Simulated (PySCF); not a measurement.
Molecule: `c1c[nH]cn1`, C₃H₄N₂.

Molfile (atoms numbered from 1):
```
C3H4N2
     RDKit          3D

  9  9  0  0  0  0  0  0  0  0999 V2000
   -0.5265   -0.8534   -0.7223 C   0  0  0  0  0  0  0  0  0  0  0  0
   -0.9286    0.3109   -0.1115 C   0  0  0  0  0  0  0  0  0  0  0  0
    0.1835    0.7672    0.5475 N   0  0  0  0  0  0  0  0  0  0  0  0
    1.1869   -0.1203    0.3116 C   0  0  0  0  0  0  0  0  0  0  0  0
    0.7885   -1.1072   -0.4508 N   0  0  0  0  0  0  0  0  0  0  0  0
   -1.1230   -1.5193   -1.3448 H   0  0  0  0  0  0  0  0  0  0  0  0
   -1.8795    0.8367   -0.0859 H   0  0  0  0  0  0  0  0  0  0  0  0
    0.2435    1.6075    1.1067 H   0  0  0  0  0  0  0  0  0  0  0  0
    2.1880    0.0084    0.7238 H   0  0  0  0  0  0  0  0  0  0  0  0
  1  2  2  0
  2  3  1  0
  3  4  1  0
  4  5  2  0
  5  1  1  0
  1  6  1  0
  2  7  1  0
  3  8  1  0
  4  9  1  0
M  END
```

Geometry PBE0-D3(BJ)/def2-SVP throughout; GIAO in PySCF, gas phase, one conformer, non-relativistic; equivalent atoms averaged; functional PBE0.

For orientation, 6-31G* gives these shifts δ (against TMS, NH3 at the same level): C1 122.7, C4 123.7, C2 107.5, N5 259.0, N3 148.2, H8 7.48, H9 7.11, H6 6.97, H7 6.59 ppm.

A run gave: C1 127.1, C4 127.6, C2 110.9, N5 282.1, N3 163.2, H8 7.77, H9 6.92, H6 6.93, H7 6.57 ppm (shifts δ (against TMS, NH3 at the same level)).

Task: Which basis set was used in that run?
A. IGLO-III
B. 6-31G
C. def2-SVP
D. cc-pVDZ

Result: C. H9 tells them apart best: def2-SVP gives 6.92, IGLO-III gives 7.50, 6-31G gives 7.25, cc-pVDZ gives 7.17 ppm.
